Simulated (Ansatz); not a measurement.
**ZnSe (Stilleite): G0W0 under other settings**

A base run on ZnSe (Stilleite), then changed inputs.

Method: G0W0 on PBE, plane waves, PAW, in Ansatz 0.2.0.

**1. The structure**

Symmetry: F-43m, No. 216, cubic system. The conventional cell has a = 5.668 Å, b = 5.668 Å, c = 5.668 Å, α = 90.00°, β = 90.00°, γ = 90.00°. Nearest to Zn lie 4 Se at 2.45 Å. Se has 4 Zn at 2.45 Å nearest. Farther neighbours and most contacts between anions are not listed.

The cell and positions come from the Crystallography Open Database and are kept as given unless a step says otherwise. The default PAW set here is soft_2. Its files were made with PBE.

**2. The base run: 4×4×4 mesh, 135 empty bands, screening to 120 eV**

Now the one-shot GW correction: screening in the RPA, then the self-energy of the levels asked for.

The input, input.yaml:

```yaml
crystal:
  lattice:
    - [0.0, 2.8338, 2.8338]
    - [2.8338, 0.0, 2.8338]
    - [2.8338, 2.8338, 0.0]
  atoms:
    - { symbol: Zn, position: [0.0, 0.0, 0.0] }
    - { symbol: Se, position: [0.25, 0.25, 0.25] }
kpoints:
  mp_grid: { grid: [4, 4, 4] }
hamiltonian:
  xc: pbe
scf:
  occupations: { method: fixed }
gw:
  n_empty_bands: 135
  ecut_chi: 120
  qp_bands: [v2, c2]
  qp_kpoints: band_edges
  screening: { model: contour_deformation }
```

The run is started by

```console
$ ansatz run input.yaml --threads 3 --pin off --max-ram 92160MiB --backend cuda --events-out ev --progress --plain --runs-dir out --devices 1 --max-vram 13GiB
```

Numbers of over 12 decimals in the logs are rounded to 6 here.

The log of the run:

```text
GPUs: using 1 of 1 available (devices: 1).
Engine: ansatz 0.2.0, x86_64-unknown-linux-gnu
Pseudopotentials: kind: paw
Pseudopotential: Zn, paw, valence charge 12, recommended cutoff 420 eV (normal), Zn.paw.azcp
Pseudopotential: Se, paw, valence charge 16, recommended cutoff 420 eV (normal), Se.paw.azcp
Functional definition: PBE
  parameter kappa = 0.804
  parameter beta = 0.066725
  exchange = pbe_x(kappa = kappa, mu = beta*pi^2/3)
  correlation = pbe_c(beta = beta)
device memory: the entry about to start is reckoned to put 0.8 GiB on a device that reports 34.1 GiB free (of which the cap on the GPU budget leaves the run 13.0 GiB)
GPU FFT provider: cuFFT
GPU libraries: cuBLAS 13.8.2, cuFFT 12.4.0, cuSOLVER 12.3.4
Crystal: 2 atoms, lattice volume = 45.513 Å³
Basis set: ecut = 420 eV, 893 PW (Γ)
Bands: 18, of which v1, the nominal top of the filled ones, is band 14 counted from 1 (13 counted from 0)
Symmetry: 24 space group operations
Space group: F-43m (ITA 216), of the structure as read, at distance tolerance 3.6e-5 Å
k-points: 8 of 64 (time reversal used)
Non-local potential: Zn, projectors of the file, l = 0: 2, l = 1: 2, l = 2: 3, l = 3: 1
Non-local potential: Se, projectors of the file, l = 0: 2, l = 1: 2, l = 2: 3, l = 3: 1
PAW form: soft (Blöchl's): semilocal exchange-correlation on the pseudo side does not see the compensation charge
PAW one-centre angular grid: Zn, 590 points (default); XC on 64 Gauss nodes
PAW one-centre angular grid: Se, 590 points (default); XC on 64 Gauss nodes
Initial density: superposition of atomic densities (neutral atoms: chi_scale 0, normalization atom), corrected by the library's trained network
Initial wavefunctions: pseudopotential atomic-orbital guess
GPU buffer pool allocated for 19683 grid points (all kernels)
GPU transforms: local potential and band sums: pruned to the plane-wave sphere, on 25×27×27
Functional: x = pbe(κ = 0.804, μ = 0.219515), c = pbe(β = 0.066725)
SCF iter   1: F=—  HF=-8789.459623 eV  |F-HF|=—  |Δ(HF+E_count)|=         —  Δρ=7.17e-4  dr2=2.90e-4  ethr=1.77e-3  ⟨swp⟩=5.0  Hψ=660  notcnv=0  defer=11
preconditioner: auto → none  [insulator: Δε(μ)=1.281 eV  Ē_g=11.869 eV  n_scr=14 (ndim 8)  ℏωp=23.4 eV  f_vac=0.121  ε∞_Penn≈4.9]
SCF iter   2: F=—  HF=-8789.459596 eV  |F-HF|=—  |Δ(HF+E_count)|=   2.76e-5  Δρ=2.98e-4  dr2=2.78e-5  ethr=1.03e-6  ⟨swp⟩=2.0  Hψ=340  notcnv=0  defer=12
SCF iter   3: F=—  HF=-8789.459593 eV  |F-HF|=—  |Δ(HF+E_count)|=   2.22e-6  Δρ=1.52e-4  dr2=6.50e-6  ethr=9.92e-8  ⟨swp⟩=2.0  Hψ=256  notcnv=0  defer=7
SCF iter   4: F=—  HF=-8789.459603 eV  |F-HF|=—  |Δ(HF+E_count)|=   9.93e-6  Δρ=7.29e-5  dr2=1.29e-6  ethr=2.32e-8  ⟨swp⟩=2.0  Hψ=256  notcnv=0  defer=15
[...]
E_nonlocal   = 18.433573
  E_hartree    = 2035.653355
  E_xc         = -241.548169
  E_vxc        = -150.357636  (∫ρ·V_xc dr)
  E_paw        = -3739.468391  (= ΣΔE_a)
  E_vpaw       = -178.288276  (= ΣTr[D̂ρ^β])
  E_aug_tail   = -0.000889  (compensation charges beyond the density's cutoff)
  E_ewald      = -2720.942845
  E_smearing   = -0.000000  (= −TS)
  E_closure    = -0.000000  (closes the sum)
  Σ components = -8789.459603   (vs F -8789.459603, Δ=0.00e0)
--- Band table (eV; the first three rows and the last of 8) ---
  k-point 0: bands = [... 10 lower, 0.6084, 6.8086, 6.8086, 6.8086, 8.0842, 12.5971, 12.5971, 12.5971]
  k-point 1: bands = [... 10 lower, 0.6085, 3.7543, 6.3303, 6.3303, 9.5424, 13.2301, 13.2301, 13.3651]
  k-point 2: bands = [... 10 lower, 0.7680, 1.5709, 5.9382, 5.9382, 9.3373, 13.1782, 13.1782, 15.3694]
  k-point 7: bands = [... 10 lower, 0.9097, 2.1114, 4.0402, 4.1395, 12.2794, 12.3501, 13.7585, 14.5115]
--- G₀W₀: contour deformation, 7 samples at zero and on the imaginary axis and 2 off it, 64 q-points, 135 empty bands' worth ---
  eigenvalues of the whole cell's RPA ε∞ on this k-mesh (on a slab, of 1 + 4πα/V) = 13.6272, 13.6272, 13.6272; static W/v taken at q = 0 is 0.073382
  bands read: the sum over 149 bands ends inside a degenerate multiplet in 3 slots, whose members it reads at an even weight; the widest, k=0: bands 148 to 150 (counted from 1) at 2/3 each
  gw.qp_kpoints: band_edges: 7 of 8 stored k-points solved, in 1 pass; an edge of the gap read off the rows below is read off those points alone
    valence top: of the k-points left out ik 5 came nearest to being solved in a further pass, in band 14 (counted from 1, as in the quasiparticle table): it holds the edge there only if its correction is more favourable than any solved in that band by at least 0.912 eV; those differ by 0.086 eV
    conduction bottom: of the k-points left out ik 5 came nearest to being solved in a further pass, in band 15 (counted from 1, as in the quasiparticle table): it holds the edge there only if its correction is more favourable than any solved in that band by at least 2.494 eV; those differ by 0.358 eV
    ik  band        ε_KS         Σx   Σc(E_QP)       V_xc       Z   E_QP_lin       E_QP  E_QP is
     0    13      6.8086   -21.9523     2.3715   -18.8521  0.7522     6.0573     6.0800  root
     0    14      6.8086   -21.9523     2.3715   -18.8521  0.7522     6.0573     6.0800  root
     0    15      8.0842    -9.4842    -4.0281   -13.7998  0.7770     8.3742     8.3717  root
     0    16     12.5971    -6.9156    -4.5146   -11.6469  0.7617    12.8154    12.8138  root
     1    13      6.3303   -21.0866     2.4119   -17.9225  0.7498     5.5530     5.5781  root
     1    14      6.3303   -21.0866     2.4119   -17.9225  0.7498     5.5530     5.5781  root
     1    15      9.5424    -8.9455    -4.1545   -13.3787  0.7721     9.8235     9.8212  root
     1    16     13.2301    -7.1655    -4.6325   -12.0172  0.7548    13.4509    13.4493  root
[...]
7    13      4.0402   -20.3878     3.2376   -16.2555  0.7260     3.0966     3.1455  root
     7    14      4.1395   -16.7571     2.5623   -13.3910  0.7320     3.3001     3.3357  root
     7    15     12.2794    -8.0527    -4.0333   -12.0943  0.7647    12.2877    12.2877  root
     7    16     12.3501   -10.0640    -4.8300   -15.3545  0.7434    12.8191    12.8104  root
[key lines of the parts left out:]
SCF converged after 6 iterations
Free energy (F): -8789.459603 eV
Fermi energy:    6.808588 eV
```

The job ended after 11 s (1 × NVIDIA H100 80GB HBM3 (shared by 6 runs) with 3 threads of AMD EPYC 7R13 (Zen 3), shared host; peak memory 1.1 GiB; 19 s of CPU time).

The column dr2 measures how far the density is from self-consistency, as an energy; F and HF (Harris–Foulkes) agree once it is small.

Numbers from this step:

- bands summed: 149
- RPA ε∞ on this mesh (eigenvalues): 13.63, 13.63, 13.63
- plane waves in the screening matrix: 137
- q-points in the mesh: 64
- G0W0 gap on the mesh: 2.292 eV
- k of the valence top: 0, 0, 0
- k of the conduction bottom: 0, 0, 0
- starting gap on the mesh: 1.276 eV
- Z at the valence top: 0.7522
- Z at the conduction bottom: 0.7770
- least direct G0W0 gap on the computed points: 2.292 eV

The gap on the mesh goes from 1.28 eV to 2.29 eV, a correction of +1.02 eV. Between the two edge states, bare exchange in place of the xc potential would open the gap by 7.42 eV, and correlation takes back 6.40 eV.

**3. Variant: wider window of levels**

input.yaml, the sections that differ from step 2:

```yaml
gw:
  n_empty_bands: 103
  ecut_chi: 100
  qp_bands: [v6, c6]
  qp_kpoints: [[0, 0, 0]]
  screening: { model: contour_deformation }
# crystal, kpoints, hamiltonian, scf: as in step 2
```

The log of the run:

```text
GPUs: using 1 of 1 available (devices: 1).
[...]
GPU FFT provider: cuFFT
GPU libraries: cuBLAS 13.8.2, cuFFT 12.4.0, cuSOLVER 12.3.4
Crystal: 2 atoms, lattice volume = 45.513 Å³
Basis set: ecut = 420 eV, 893 PW (Γ)
Bands: 18, of which v1, the nominal top of the filled ones, is band 14 counted from 1 (13 counted from 0)
Symmetry: 24 space group operations
[...]
k-points: 8 of 64 (time reversal used)
[...]
GPU buffer pool allocated for 19683 grid points (all kernels)
[...]
SCF iter   1: F=—  HF=-8789.459623 eV  |F-HF|=—  |Δ(HF+E_count)|=         —  Δρ=7.17e-4  dr2=2.90e-4  ethr=1.77e-3  ⟨swp⟩=5.0  Hψ=660  notcnv=0  defer=11
[...]
SCF iter   6: F=-8789.459603 eV  HF=-8789.459603 eV  |F-HF|=2.15e-9  |Δ(HF+E_count)|=   8.85e-8  Δρ=4.18e-6  dr2=3.69e-9  ethr=3.57e-10  ⟨swp⟩=5.5  Hψ=568  notcnv=0
SCF 1 converged in 6 iterations: F = -8789.459603 eV  dr2 = 3.69e-9
[...]
NSCF: frozen V_eff on 8 k-points
[...]
G₀W₀ screening: q 1/8
[... further progress lines ...]
[...]
SCF converged after 6 iterations
Free energy (F): -8789.459603 eV
[...]
Internal energy: -8789.459603 eV  (E = F + TS)
E sigma→0 (E₀):  -8789.459603 eV
Fermi energy:    6.808588 eV
[...]
--- Band table (eV; the first three rows and the last of 8) ---
  k-point 0: bands = [... 10 lower, 0.6084, 6.8086, 6.8086, 6.8086, 8.0842, 12.5971, 12.5971, 12.5971]
  k-point 1: bands = [... 10 lower, 0.6085, 3.7543, 6.3303, 6.3303, 9.5424, 13.2301, 13.2301, 13.3651]
  k-point 2: bands = [... 10 lower, 0.7680, 1.5709, 5.9382, 5.9382, 9.3373, 13.1782, 13.1782, 15.3694]
  k-point 7: bands = [... 10 lower, 0.9097, 2.1114, 4.0402, 4.1395, 12.2794, 12.3501, 13.7585, 14.5115]
[...]
0     9      0.2402   -48.2072     9.3627   -37.0230  0.6724    -1.5900    -1.5813  root
     0    10      0.6084   -51.0130     9.6215   -39.4445  0.6796    -1.3393    -1.3385  root
     0    11      0.6084   -51.0130     9.6215   -39.4445  0.6796    -1.3393    -1.3385  root
     0    12      6.8086   -21.9523     2.4362   -18.8521  0.7527     6.1269     6.1446  root
     0    13      6.8086   -21.9523     2.4362   -18.8521  0.7527     6.1269     6.1446  root
     0    14      6.8086   -21.9523     2.4362   -18.8521  0.7527     6.1269     6.1446  root
     0    15      8.0842    -9.4842    -3.9444   -13.7998  0.7769     8.4597     8.4555  root
     0    16     12.5971    -6.9156    -4.4621   -11.6469  0.7614    12.8689    12.8663  root
     0    17     12.5971    -6.9156    -4.4621   -11.6469  0.7614    12.8689    12.8663  root
     0    18     12.5971    -6.9156    -4.4621   -11.6469  0.7614    12.8689    12.8663  root
     0    19     16.7229    -4.2445    -5.5313    -9.8076  0.7307    16.7547    16.7547  root
     0    20     18.2797    -7.6736    -5.0879   -13.0173  0.7535    18.5379    18.5355  root
```

It took 9.3 s on 1 × NVIDIA H100 80GB HBM3 (shared by 6 runs) with 3 threads; peak memory 1 GiB.

Absolute levels on the run's own zero. QP, by row:

| k index | band | KS (eV) | Sigma_x (eV) | Sigma_c (eV) | Vxc (eV) | Z | QP linearised (eV) | QP (eV) | source | doubts |
| --- | --- | --- | --- | --- | --- | --- | --- | --- | --- | --- |
| 0 | 9 | 0.2402 | -48.21 | 9.363 | -37.02 | 0.6724 | -1.59 | -1.581 | root |  |
| 0 | 10 | 0.6084 | -51.01 | 9.621 | -39.44 | 0.6796 | -1.339 | -1.339 | root |  |
| 0 | 11 | 0.6084 | -51.01 | 9.621 | -39.44 | 0.6796 | -1.339 | -1.339 | root |  |
| 0 | 12 | 6.809 | -21.95 | 2.436 | -18.85 | 0.7527 | 6.127 | 6.145 | root |  |
| 0 | 13 | 6.809 | -21.95 | 2.436 | -18.85 | 0.7527 | 6.127 | 6.145 | root |  |
| 0 | 14 | 6.809 | -21.95 | 2.436 | -18.85 | 0.7527 | 6.127 | 6.145 | root |  |
| 0 | 15 | 8.084 | -9.484 | -3.944 | -13.8 | 0.7769 | 8.46 | 8.456 | root |  |
| 0 | 16 | 12.6 | -6.916 | -4.462 | -11.65 | 0.7614 | 12.87 | 12.87 | root |  |
| 0 | 17 | 12.6 | -6.916 | -4.462 | -11.65 | 0.7614 | 12.87 | 12.87 | root |  |
| 0 | 18 | 12.6 | -6.916 | -4.462 | -11.65 | 0.7614 | 12.87 | 12.87 | root |  |
| 0 | 19 | 16.72 | -4.245 | -5.531 | -9.808 | 0.7307 | 16.75 | 16.75 | root |  |
| 0 | 20 | 18.28 | -7.674 | -5.088 | -13.02 | 0.7535 | 18.54 | 18.54 | root |  |

Against the base:

| setting | base | variant |
| --- | --- | --- |
| empty bands | 135 | 103 |
| screening cutoff (eV) | 120 | 100 |
| levels asked | v2 to c2 | v6 to c6 |
| points asked | band edges | [[0, 0, 0]] |

**4. Variant: all filled levels at the zone centre**

Changes to input.yaml since step 3:

```diff
@@ -17,3 +17,3 @@
   ecut_chi: 100
-  qp_bands: [v6, c6]
+  qp_bands: [lowest, c2]
   qp_kpoints: [[0, 0, 0]]
```

The log of the run:

```text
GPUs: using 1 of 1 available (devices: 1).
[...]
GPU FFT provider: cuFFT
GPU libraries: cuBLAS 13.8.2, cuFFT 12.4.0, cuSOLVER 12.3.4
Crystal: 2 atoms, lattice volume = 45.513 Å³
Basis set: ecut = 420 eV, 893 PW (Γ)
Bands: 18, of which v1, the nominal top of the filled ones, is band 14 counted from 1 (13 counted from 0)
Symmetry: 24 space group operations
[...]
k-points: 8 of 64 (time reversal used)
[...]
GPU buffer pool allocated for 19683 grid points (all kernels)
[...]
SCF iter   1: F=—  HF=-8789.459623 eV  |F-HF|=—  |Δ(HF+E_count)|=         —  Δρ=7.17e-4  dr2=2.90e-4  ethr=1.77e-3  ⟨swp⟩=5.0  Hψ=660  notcnv=0  defer=11
[...]
SCF iter   6: F=-8789.459603 eV  HF=-8789.459603 eV  |F-HF|=2.15e-9  |Δ(HF+E_count)|=   8.85e-8  Δρ=4.18e-6  dr2=3.69e-9  ethr=3.57e-10  ⟨swp⟩=5.5  Hψ=568  notcnv=0
SCF 1 converged in 6 iterations: F = -8789.459603 eV  dr2 = 3.69e-9
[...]
G₀W₀ screening: q 1/8
[... further progress lines ...]
[...]
SCF converged after 6 iterations
Free energy (F): -8789.459603 eV
[...]
Internal energy: -8789.459603 eV  (E = F + TS)
E sigma→0 (E₀):  -8789.459603 eV
Fermi energy:    6.808588 eV
[...]
--- Band table (eV; the first three rows and the last of 8) ---
  k-point 0: bands = [... 10 lower, 0.6084, 6.8086, 6.8086, 6.8086, 8.0842, 12.5971, 12.5971, 12.5971]
  k-point 1: bands = [... 10 lower, 0.6085, 3.7543, 6.3303, 6.3303, 9.5424, 13.2301, 13.2301, 13.3651]
  k-point 2: bands = [... 10 lower, 0.7680, 1.5709, 5.9382, 5.9382, 9.3373, 13.1782, 13.1782, 15.3694]
  k-point 7: bands = [... 10 lower, 0.9097, 2.1114, 4.0402, 4.1395, 12.2794, 12.3501, 13.7585, 14.5115]
[...]
`?` marks the rows in doubt; gw_qp.tsv's column doubts and the gw_qp event give each row's grounds
[...]
0     1    -40.0038   -72.7511    13.3392   -54.7246  0.6586   -45.2220   -44.6911  root ?
     0     2    -40.0038   -72.7511    13.3392   -54.7246  0.6586   -45.2220   -44.6911  root ?
     0     3    -40.0038   -72.7511    13.3392   -54.7246  0.6586   -45.2220   -44.6911  root ?
     0     4    -39.9994   -72.7549    13.3391   -54.7311  0.6584   -45.2143   -44.6841  root ?
     0     5    -39.9994   -72.7549    13.3391   -54.7311  0.6584   -45.2143   -44.6841  root ?
     0     6     -6.4490   -23.4049     7.1144   -15.8536  0.6338    -6.8957    -6.8860  root
     0     7      0.2402   -48.2072     9.3627   -37.0230  0.6724    -1.5900    -1.5813  root
     0     8      0.2402   -48.2072     9.3627   -37.0230  0.6724    -1.5900    -1.5813  root
     0     9      0.2402   -48.2072     9.3627   -37.0230  0.6724    -1.5900    -1.5813  root
     0    10      0.6084   -51.0130     9.6215   -39.4445  0.6796    -1.3393    -1.3385  root
     0    11      0.6084   -51.0130     9.6215   -39.4445  0.6796    -1.3393    -1.3385  root
     0    12      6.8086   -21.9523     2.4362   -18.8521  0.7527     6.1269     6.1446  root
     0    13      6.8086   -21.9523     2.4362   -18.8521  0.7527     6.1269     6.1446  root
     0    14      6.8086   -21.9523     2.4362   -18.8521  0.7527     6.1269     6.1446  root
     0    15      8.0842    -9.4842    -3.9444   -13.7998  0.7769     8.4597     8.4555  root
     0    16     12.5971    -6.9156    -4.4621   -11.6469  0.7614    12.8689    12.8663  root
```

Wall time 8.7 s (1 × NVIDIA H100 80GB HBM3 (shared by 6 runs) with 3 threads); peak memory 1 GiB.

Absolute levels on the run's own zero. QP, by row:

| k index | band | KS (eV) | Sigma_x (eV) | Sigma_c (eV) | Vxc (eV) | Z | QP linearised (eV) | QP (eV) | source | doubts |
| --- | --- | --- | --- | --- | --- | --- | --- | --- | --- | --- |
| 0 | 1 | -40 | -72.75 | 13.34 | -54.72 | 0.6586 | -45.22 | -44.69 | root | energies_apart |
| 0 | 2 | -40 | -72.75 | 13.34 | -54.72 | 0.6586 | -45.22 | -44.69 | root | energies_apart |
| 0 | 3 | -40 | -72.75 | 13.34 | -54.72 | 0.6586 | -45.22 | -44.69 | root | energies_apart |
| 0 | 4 | -40 | -72.75 | 13.34 | -54.73 | 0.6584 | -45.21 | -44.68 | root | energies_apart |
| 0 | 5 | -40 | -72.75 | 13.34 | -54.73 | 0.6584 | -45.21 | -44.68 | root | energies_apart |
| 0 | 6 | -6.449 | -23.4 | 7.114 | -15.85 | 0.6338 | -6.896 | -6.886 | root |  |
| 0 | 7 | 0.2402 | -48.21 | 9.363 | -37.02 | 0.6724 | -1.59 | -1.581 | root |  |
| 0 | 8 | 0.2402 | -48.21 | 9.363 | -37.02 | 0.6724 | -1.59 | -1.581 | root |  |
| 0 | 9 | 0.2402 | -48.21 | 9.363 | -37.02 | 0.6724 | -1.59 | -1.581 | root |  |
| 0 | 10 | 0.6084 | -51.01 | 9.621 | -39.44 | 0.6796 | -1.339 | -1.339 | root |  |
| 0 | 11 | 0.6084 | -51.01 | 9.621 | -39.44 | 0.6796 | -1.339 | -1.339 | root |  |
| 0 | 12 | 6.809 | -21.95 | 2.436 | -18.85 | 0.7527 | 6.127 | 6.145 | root |  |
| 0 | 13 | 6.809 | -21.95 | 2.436 | -18.85 | 0.7527 | 6.127 | 6.145 | root |  |
| 0 | 14 | 6.809 | -21.95 | 2.436 | -18.85 | 0.7527 | 6.127 | 6.145 | root |  |
| 0 | 15 | 8.084 | -9.484 | -3.944 | -13.8 | 0.7769 | 8.46 | 8.456 | root |  |
| 0 | 16 | 12.6 | -6.916 | -4.462 | -11.65 | 0.7614 | 12.87 | 12.87 | root |  |

Against the base:

| setting | base | variant |
| --- | --- | --- |
| empty bands | 135 | 103 |
| screening cutoff (eV) | 120 | 100 |
| levels asked | v2 to c2 | lowest to c2 |
| points asked | band edges | [[0, 0, 0]] |

**5. Summary of results**

* base: 2.29 eV, 11 s
* wider window of levels: direct gap at the listed points 2.31 eV, 9.3 s
* all filled levels at the zone centre: direct gap at the listed points 2.31 eV, 8.7 s

**Reading.** Wider window of levels: only the listed points were computed; the least direct gap there is 2.31 eV, with empty bands, screening cutoff, levels asked and points asked changed against the base. All filled levels at the zone centre: only the listed points were computed; the least direct gap there is 2.31 eV, with empty bands, screening cutoff, levels asked and points asked changed against the base. All runs here use a coarse mesh and modest cutoffs; they test settings and are not final values. The 4×4×4 mesh is coarse for this cell (its supercell is 16 Å along the shortest edge). The RPA ε∞ on it, from the PBE start, is 13.63; such meshes misread the long-range screening, most where the gap is narrow. The many-body steps are scalar-relativistic: spin-orbit coupling is not in them.

[Paths, hosts, dates, memory and timing lines, banners, echoed tables and standing remarks are left out of the program output.]

[Logs are printed without paths, hosts, clocks, repeated set-up lines and the standing remarks that a program may print on its own settings, such as how far it seeks lower states.]

[Runs of the session that timed out or met a known fault of the program may be left out.]

[Cells called generated may have been cut or substituted from an entry of the Crystallography Open Database or the Materials Project.]

[Hosts, paths, dates, database ids (printed as entryN), source tags and the programs' standing remarks are cut or masked in the printed files.]
